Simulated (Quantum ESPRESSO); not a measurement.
# MoS2 in Quantum ESPRESSO: relaxation of the atoms with LDA

Aim: the relaxation of the atoms of MoS2 with LDA.

Everything below comes from runs of Quantum ESPRESSO 7.5. Logs are shortened: lines on timing, memory, paths and dates and some standing lists are left out, and cuts for length are marked.

### Step 1. The structure

The cell holds a sheet with vacuum, 3 atoms: a = 3.224 Å, b = 3.130 Å, c = 21.130 Å, α = 90.00°, β = 90.00°, γ = 121.00°.

The cell was built by a generator and needn't be a form met in nature.

### Step 2. Relaxation of the atoms, LDA

pw.in

```
&CONTROL
  calculation = 'relax'
  prefix = 'pwscf'
  outdir = './tmp'
  pseudo_dir = './pseudo'
  tprnfor = .true.
  disk_io = 'low'
  nstep = 40
  forc_conv_thr = 0.0004
  etot_conv_thr = 1d-05
/
&SYSTEM
  ibrav = 0
  nat = 3
  ntyp = 2
  ecutwfc = 80
  nbnd = 20
  occupations = 'smearing'
  smearing = 'gaussian'
  degauss = 0.00146997
/
&ELECTRONS
  conv_thr = 6d-10
  electron_maxstep = 120
  mixing_beta = 0.5
/
&IONS
  ion_dynamics = 'bfgs'
/
ATOMIC_SPECIES
S     32.0600 S.upf
Mo    95.9500 Mo.upf
CELL_PARAMETERS angstrom
   3.2242200000    0.0000000000    0.0000000000
  -1.6121100000    2.6827561754    0.0000000000
   0.0000000000    0.0000000000   21.1300000000
ATOMIC_POSITIONS crystal
S      0.6666666667    0.3333333333    0.4259346900
Mo     0.3333333333    0.6666666667    0.5000000000
S      0.6666666667    0.3333333333    0.5740653100
K_POINTS automatic
10 10 1 0 0 0
```

Potentials or basis: PseudoDojo 0.4.1 SR LDA standard.

Run with:

```sh
> OMP_NUM_THREADS=1 pw.x -in pw.in > pw.out
```

pw.out:

```text
This program is part of the open-source Quantum ESPRESSO suite
     for quantum simulation of materials; please cite
[... 9 lines left out ...]
     --------------------
     sticks:   dense  smooth     PW     G-vecs:    dense   smooth      PW
     Sum         785     785    235               119267   119267   18969

     Using Slab Decomposition

     bravais-lattice index     =            0
     lattice parameter (alat)  =       6.0929  a.u.
     unit-cell volume          =    1233.3944 (a.u.)^3
     number of atoms/cell      =            3
     number of atomic types    =            2
     number of electrons       =        26.00
     number of Kohn-Sham states=           20
     kinetic-energy cutoff     =      80.0000  Ry
     charge density cutoff     =     320.0000  Ry
     scf convergence threshold =      6.0E-10
     mixing beta               =       0.5000
     number of iterations used =            8  plain     mixing
     energy convergence thresh.=      1.0E-05
     force convergence thresh. =      4.0E-04
     Exchange-correlation= SLA  PW   NOGX NOGC
                           (   1   4   0   0   0   0   0)
     nstep                     =           40

     celldm(1)=   6.092893  celldm(2)=   0.000000  celldm(3)=   0.000000
     celldm(4)=   0.000000  celldm(5)=   0.000000  celldm(6)=   0.000000

     crystal axes: (cart. coord. in units of alat)
               a(1) = (   1.000000   0.000000   0.000000 )
               a(2) = (  -0.500000   0.832064   0.000000 )
               a(3) = (   0.000000   0.000000   6.553523 )

     reciprocal axes: (cart. coord. in units 2 pi/alat)
               b(1) = (  1.000000  0.600916 -0.000000 )
               b(2) = (  0.000000  1.201831  0.000000 )
               b(3) = (  0.000000 -0.000000  0.152590 )

     PseudoPot. # 1 for S  read from file:
     S.upf
     Pseudo is Norm-conserving + core correction, Zval =  6.0
     Generated using ONCVPSP code by D. R. Hamann
     Using radial grid of 1132 points,  6 beta functions with:
                l(1) =   0
                l(2) =   0
                l(3) =   1
                l(4) =   1
                l(5) =   2
                l(6) =   2

     PseudoPot. # 2 for Mo read from file:
     Mo.upf
     Pseudo is Norm-conserving + core correction, Zval = 14.0
     Generated using ONCVPSP code by D. R. Hamann
     Using radial grid of 1602 points,  6 beta functions with:
                l(1) =   0
                l(2) =   0
                l(3) =   1
                l(4) =   1
                l(5) =   2
                l(6) =   2

     atomic species   valence    mass     pseudopotential
     S                 6.00    32.06000     S ( 1.00)
     Mo               14.00    95.95000     Mo( 1.00)

      4 Sym. Ops. (no inversion) found

   Cartesian axes

     site n.     atom                  positions (alat units)
         1        S      tau(   1) = (   0.5000000   0.2773545   2.7913728  )
         2        Mo     tau(   2) = (  -0.0000000   0.5547091   3.2767615  )
         3        S      tau(   3) = (   0.5000000   0.2773545   3.7621502  )

     number of k points=    31  Gaussian smearing, width (Ry)=  0.0015
                       cart. coord. in units 2pi/alat
        k(    1) = (   0.0000000   0.0000000   0.0000000), wk =   0.0200000
        k(    2) = (   0.0000000   0.1201831   0.0000000), wk =   0.0400000
        k(    3) = (   0.0000000   0.2403662   0.0000000), wk =   0.0400000
        k(    4) = (   0.0000000   0.3605494   0.0000000), wk =   0.0400000
        k(    5) = (   0.0000000   0.4807325   0.0000000), wk =   0.0400000
        k(    6) = (   0.0000000  -0.6009156   0.0000000), wk =   0.0200000
[... 23 lines left out ...]
        k(   30) = (  -0.5000000  -0.1802747   0.0000000), wk =   0.0800000
        k(   31) = (  -0.5000000  -0.0600916   0.0000000), wk =   0.0800000

     Dense  grid:   119267 G-vectors     FFT dimensions: (  36,  36, 240)

     Initial potential from superposition of free atoms

     starting charge      25.9988, renormalised to      26.0000

     negative rho (up, down):  3.275E-05 0.000E+00
     Starting wfcs are   18 randomized atomic wfcs +    2 random wfcs

     Self-consistent Calculation

     iteration #  1     ecut=    80.00 Ry     beta= 0.50
     Davidson diagonalization with overlap
     ethr =  1.00E-02,  avg # of iterations =  5.8

     negative rho (up, down):  1.098E-05 0.000E+00

     total energy              =    -185.01322015 Ry
     estimated scf accuracy    <       0.40794229 Ry

     iteration #  2     ecut=    80.00 Ry     beta= 0.50
     Davidson diagonalization with overlap
     ethr =  1.57E-03,  avg # of iterations =  2.1

     negative rho (up, down):  8.787E-06 0.000E+00

     total energy              =    -184.95730893 Ry
     estimated scf accuracy    <       1.42481140 Ry

     iteration #  3     ecut=    80.00 Ry     beta= 0.50
     Davidson diagonalization with overlap
     ethr =  1.57E-03,  avg # of iterations =  2.2

     negative rho (up, down):  3.278E-06 0.000E+00

     total energy              =    -185.17558909 Ry
     estimated scf accuracy    <       0.04301418 Ry

     iteration #  4     ecut=    80.00 Ry     beta= 0.50
     Davidson diagonalization with overlap
     ethr =  1.65E-04,  avg # of iterations =  4.3
[... 244 lines left out ...]
!    total energy              =    -185.17963047 Ry
     estimated scf accuracy    <          1.6E-10 Ry
     smearing contrib. (-TS)   =      -0.00000000 Ry
     internal energy E=F+TS    =    -185.17963047 Ry

     The total energy is F=E-TS. E is the sum of the following terms:
     one-electron contribution =   -1225.52310322 Ry
     hartree contribution      =     612.74620481 Ry
     xc contribution           =     -33.21907740 Ry
     ewald contribution        =     460.81634533 Ry

     convergence has been achieved in  11 iterations

     Forces acting on atoms (cartesian axes, Ry/au):

     atom    1 type  1   force =     0.00000000    0.00497307    0.01924035
     atom    2 type  2   force =     0.00000000   -0.00994614    0.00000000
     atom    3 type  1   force =     0.00000000    0.00497307   -0.01924035

     Total force =     0.029812     Total SCF correction =     0.000031

     BFGS Geometry Optimization
     Energy error            =      8.9E-04 Ry
     Gradient error          =      1.9E-02 Ry/Bohr

     number of scf cycles    =   1
     number of bfgs steps    =   0

     energy             new  =    -185.1796304744 Ry

     new trust radius        =       0.0198726613 bohr
     new conv_thr            =       0.0000000006 Ry

ATOMIC_POSITIONS (crystal)
S                0.6671571390        0.3343142778        0.4264165432
Mo               0.3323523888        0.6647047777        0.5000000000
S                0.6671571390        0.3343142778        0.5735834568

     NEW-OLD atomic charge density approx. for the potential

     negative rho (up, down):  3.268E-06 0.000E+00

     Self-consistent Calculation

     iteration #  1     ecut=    80.00 Ry     beta= 0.50
     Davidson diagonalization with overlap
     ethr =  1.00E-06,  avg # of iterations =  6.5

     negative rho (up, down):  1.493E-06 0.000E+00

     total energy              =    -185.18032115 Ry
     estimated scf accuracy    <       0.00004891 Ry
[... 554 lines left out ...]
     CASE: energy            _new < energy            _old

     new trust radius        =       0.0088522895 bohr
     new conv_thr            =            5.5E-11 Ry

ATOMIC_POSITIONS (crystal)
S                0.6675795572        0.3351591143        0.4271771847
Mo               0.3315075523        0.6630151046        0.5000000000
S                0.6675795572        0.3351591143        0.5728228153

     NEW-OLD atomic charge density approx. for the potential

     negative rho (up, down):  1.023E-06 0.000E+00

     Self-consistent Calculation

     iteration #  1     ecut=    80.00 Ry     beta= 0.50
     Davidson diagonalization with overlap
     ethr =  1.00E-06,  avg # of iterations =  4.4

     Threshold (ethr) on eigenvalues was too large:
     Diagonalizing with lowered threshold

     Davidson diagonalization with overlap
     ethr =  3.41E-08,  avg # of iterations =  3.9

     negative rho (up, down):  4.598E-07 0.000E+00

     total energy              =    -185.18072998 Ry
     estimated scf accuracy    <       0.00000921 Ry

     iteration #  2     ecut=    80.00 Ry     beta= 0.50
     Davidson diagonalization with overlap
     ethr =  3.54E-08,  avg # of iterations =  2.3

     negative rho (up, down):  3.697E-07 0.000E+00

     total energy              =    -185.18072927 Ry
     estimated scf accuracy    <       0.00002920 Ry

     iteration #  3     ecut=    80.00 Ry     beta= 0.50
     Davidson diagonalization with overlap
     ethr =  3.54E-08,  avg # of iterations =  2.0

     negative rho (up, down):  1.001E-07 0.000E+00

     total energy              =    -185.18073340 Ry
     estimated scf accuracy    <       0.00000049 Ry

     iteration #  4     ecut=    80.00 Ry     beta= 0.50
     Davidson diagonalization with overlap
     ethr =  1.89E-09,  avg # of iterations =  2.0
[... 243 lines left out ...]
     CASE: energy            _new < energy            _old

     new trust radius        =       0.0007221711 bohr
     new conv_thr            =            1.1E-11 Ry

ATOMIC_POSITIONS (crystal)
S                0.6675439449        0.3350878897        0.4271815579
Mo               0.3315787769        0.6631575538        0.5000000000
S                0.6675439449        0.3350878897        0.5728184421

     NEW-OLD atomic charge density approx. for the potential

     negative rho (up, down):  9.081E-08 0.000E+00

     Self-consistent Calculation

     iteration #  1     ecut=    80.00 Ry     beta= 0.50
     Davidson diagonalization with overlap
     ethr =  1.00E-06,  avg # of iterations =  2.0

     Threshold (ethr) on eigenvalues was too large:
     Diagonalizing with lowered threshold

     Davidson diagonalization with overlap
     ethr =  6.16E-10,  avg # of iterations =  4.3

     negative rho (up, down):  3.826E-08 0.000E+00

     total energy              =    -185.18073402 Ry
     estimated scf accuracy    <       0.00000004 Ry

     iteration #  2     ecut=    80.00 Ry     beta= 0.50
     Davidson diagonalization with overlap
     ethr =  1.39E-10,  avg # of iterations =  2.0

     negative rho (up, down):  2.038E-08 0.000E+00

     total energy              =    -185.18073402 Ry
     estimated scf accuracy    <       0.00000002 Ry

     iteration #  3     ecut=    80.00 Ry     beta= 0.50
     Davidson diagonalization with overlap
     ethr =  5.82E-11,  avg # of iterations =  2.0

     total energy              =    -185.18073402 Ry
     estimated scf accuracy    <       0.00000002 Ry

     iteration #  4     ecut=    80.00 Ry     beta= 0.50
     Davidson diagonalization with overlap
     ethr =  5.82E-11,  avg # of iterations =  1.5

     total energy              =    -185.18073402 Ry
     estimated scf accuracy    <          1.9E-10 Ry
[... 202 lines left out ...]
!    total energy              =    -185.18073402 Ry
     estimated scf accuracy    <          1.1E-12 Ry
     smearing contrib. (-TS)   =      -0.00000000 Ry
     internal energy E=F+TS    =    -185.18073402 Ry

     The total energy is F=E-TS. E is the sum of the following terms:
     one-electron contribution =   -1232.73894684 Ry
     hartree contribution      =     616.33081753 Ry
     xc contribution           =     -33.26180171 Ry
     ewald contribution        =     464.48919699 Ry

     convergence has been achieved in   6 iterations

     Forces acting on atoms (cartesian axes, Ry/au):

     atom    1 type  1   force =     0.00000000   -0.00012808    0.00002308
     atom    2 type  2   force =     0.00000000    0.00025616    0.00000000
     atom    3 type  1   force =     0.00000000   -0.00012808   -0.00002308

     Total force =     0.000315     Total SCF correction =     0.000001
     Energy error            =      5.6E-07 Ry
     Gradient error          =      2.6E-04 Ry/Bohr

     bfgs converged in   5 scf cycles and   4 bfgs steps
     (criteria: energy <  1.0E-05 Ry, force <  4.0E-04 Ry/Bohr)

     End of BFGS Geometry Optimization

     Final energy             =    -185.1807340232 Ry

Begin final coordinates

ATOMIC_POSITIONS (crystal)
S                0.6675439449        0.3350878897        0.4271815579
Mo               0.3315787769        0.6631575538        0.5000000000
S                0.6675439449        0.3350878897        0.5728184421
End final coordinates

=------------------------------------------------------------------------------=
   JOB DONE.
=------------------------------------------------------------------------------=
```

Run time: 13 min. Hardware: 1 thread of Intel Xeon Platinum 8259CL at 2.50GHz (Skylake/Cascade Lake), shared host; peak memory 0.28 GiB.

Results:

- Free energy: -2519.5122 eV
- Energy gained by relaxing: 5.0 meV/atom
- Ionic steps: 5
- Largest force after relaxing: 0.007 eV/Å
- Band gap on the k mesh: 1.71 eV, indirect (least direct gap 1.85 eV)

Forces in eV/Å, atoms in the order of the input:
```
S    0.000 -0.003  0.001
Mo   0.000  0.007  0.000
S    0.000 -0.003 -0.001
```

Step by step:
| step | energy change (eV) | largest force (eV/Å) |
| --- | --- | --- |
| 1 | 0.0000 | 0.5109 |
| 2 | -0.0096 | 0.3147 |
| 3 | -0.0146 | 0.0943 |
| 4 | -0.0150 | 0.0191 |
| 5 | -0.0150 | 0.0066 |

Final structure:
```xyz
3
Lattice="3.2242 0.0000 0.0000 -1.6121 2.6828 0.0000 0.0000 0.0000 21.1300" Properties=species:S:1:pos:R:3 pbc="T T T"
S     1.6121    0.8990    9.0263
Mo    0.0000    1.7791   10.5650
S     1.6121    0.8990   12.1037
```
